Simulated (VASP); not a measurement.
# MnO: DFT+U ground state, by Hubbard U and LDAUTYPE

MnO, Fm-3m (no. 225), 4 atoms in the cell.

| Hubbard U (eV) | LDAUTYPE | Hund's J (eV) | Form of DFT+U | Gap (eV) | Largest site moment (muB) | Time (s) |
|---|---|---|---|---|---|---|
| Mn shell d, U 4.9 | 1 | 0.9 | Liechtenstein, U + J and J | 1.80 | 4.57 | 52 |
| Mn shell d, U 4 | 1 | – | Liechtenstein, J = 0 | 1.81 | 4.57 | 50 |
| Mn shell d, U 4.9 | 2 | 0.9 | Dudarev, U + J and J | 1.81 | 4.57 | 47 |
| Mn shell d, U 4 | 2 | – | Dudarev, U alone | 1.81 | 4.57 | 47 |
| Mn shell d, U 4, O shell p, U 2 | 2 | – | Dudarev, U on the anion p shell too | 1.87 | 4.57 | 50 |
| Mn shell d, U 4.9 | 4 | 0.9 | type 4, U + J and J | 1.81 | 4.51 | 43 |
| – | – | – | none | 0.89 | 4.33 | 45 |

Limits: The cell is the same for all forms and was relaxed for none; total energies under different U or different forms can't be compared; magnetic orders weren't compared, so this needn't be the magnetic ground state.

## Input of the first row

INCAR:
```
SYSTEM = MnO
ALGO = Normal ; AMIX = 0.2
AMIX_MAG = 0.8 ; BMIX = 1E-4
BMIX_MAG = 1E-4 ; EDIFF = 1E-6
ENCUT = 520 ; GGA = PE
ISIF = 2 ; ISMEAR = 0
ISPIN = 2 ; LASPH = .True.
LCHARG = .False. ; LDAU = .True.
LDAUJ = 0.9 0 ; LDAUL = 2 -1
LDAUPRINT = 1 ; LDAUTYPE = 1
LDAUU = 4.9 0 ; LMAXMIX = 4
LORBIT = 11 ; LREAL = .False.
LWAVE = .False. ; MAGMOM = 5 -5 0 0
NELM = 200 ; PREC = Accurate
SIGMA = 0.05
```

KPOINTS:
```
k-points
0
Gamma
  9 9 9
```

POSCAR:
```
MnO
1.0
    0.0000000000      2.2239077028      2.2239077028
    2.2239077028      0.0000000000      2.2239077028
    4.4478154056      2.2239077028     -2.2239077028
Mn O
2 2
Direct
    0.0000000000      0.0000000000      0.0000000000
    0.5000000000      0.0000000000      0.5000000000
    0.7500000000      0.5000000000      0.2500000000
    0.2500000000      0.5000000000      0.7500000000
```

Commands:
```
cat potpaw_PBE.64/Mn_pv/POTCAR potpaw_PBE.64/O/POTCAR > POTCAR
mpirun -np 4 vasp_std > vasp.out
```

Changes of the last row against the first:
```
- LDAU = True
- LDAUTYPE = 1
- LDAUL = 2 -1
- LDAUU = 4.9 0
- LDAUJ = 0.9 0
- LDAUPRINT = 1
```

VASP 6.6.1 took 52 s on 4 cores (Intel Xeon Platinum 8259CL @ 2.50GHz (Skylake/Cascade Lake)), a shared host.
